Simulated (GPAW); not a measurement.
GaN, 2 atoms in the cell. It takes space group Fm-3m (No. 225, cubic). Conventional cell: a = 4.270 Å, b = 4.270 Å, c = 4.270 Å, α = 90.00°, β = 90.00°, γ = 90.00°. Ga (site symmetry m-3m) has 6 N at 2.14 Å as nearest neighbours. Around N (site symmetry m-3m) lie 6 Ga at 2.14 Å. Measurements of this composition are mostly on another form, of space group No. 186.

| Quantity | Value |
| --- | --- |
| Program | GPAW 26.7.0 |
| Task | G0W0 quasiparticle levels |
| Functional | LDA |
| Potentials or basis | the program's PAW data sets (release 1.2.1) made for this functional |
| Cutoff | 550 eV |
| Basis | pw |
| k mesh | 6 × 6 × 6 |
| Occupations | fermi-dirac, width 0.001 eV |
| Spin | no spin polarisation |
| Response ecut | 100 eV |
| Frequency | ppa |
| Extrapolate | yes |
| Qp bands | 2 |
| Maxiter | 150 |
| Integrate gamma | WS |
| Vertex | none |
| All k | no |
| Response bands | 44 |

Potentials or basis: the program's PAW data sets (release 1.2.1) made for this functional, pw.

The run is started by

```sh
$ OMP_NUM_THREADS=1 python run.py
```

Hardware: 1 thread of AMD EPYC 7B13 (Zen 3), on a shared host.

**Question.** Estimate the wall time of this run.

**Answer.** It took 110 s on 1 thread of AMD EPYC 7B13 (Zen 3) (shared host), peak memory 0.31 GiB. Counts: scf iterations 10, plane waves 588, bands 11, k points 16.
